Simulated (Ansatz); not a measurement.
# Relaxing InSe3

The calculation used DFT PBE, scalar-relativistic, plane waves, PAW (Ansatz 0.2.0). Cutoff 420 eV, Γ-centred k mesh, Gaussian smearing, no spin polarisation in the final step.

This is the end of a relaxation of cell and atoms.

```xyz
4
Lattice="4.9845 0.0000 0.0000 0.0000 4.9845 0.0000 0.0000 0.0000 3.5591" Properties=species:S:1:pos:R:3 pbc="T T T"
In    0.0000    0.0000    0.0000
Se    0.0000    2.4923    1.7795
Se    2.4923    0.0000    1.7795
Se    2.4923    2.4923    0.0000
```

The zero of energy is the elements' standard structures at the same level; no fitted shifts are applied.

Problem. What space group does it have?

Solution. P4/mmm (No. 123). Conventional cell: a = 4.985 Å, c = 3.559 Å. In has 8 Se at 3.06 Å, 4 Se at 3.52 Å and 2 In at 3.56 Å; Se on Wyckoff site e (2 atoms of the primitive cell) is coordinated by 4 In at 3.06 Å, 4 Se at 3.06 Å and 6 Se at 3.52–3.56 Å; Se on Wyckoff site c (1 atom of the primitive cell) has 8 Se at 3.06 Å, 4 In at 3.52 Å and 2 Se at 3.56 Å.

Problem. What is its formation energy per atom?

Solution. 0.21 eV/atom.

Problem. Is it a metal?

Solution. Yes, bands cross the Fermi level on the 10×10×14 mesh.

The final run used a 10×10×14 mesh on its 4-atom cell and 0.10 eV smearing. The k mesh leaves about 4 meV/atom of noise in metals. The cell came from a trial start, so InSe3 may not exist in this structure.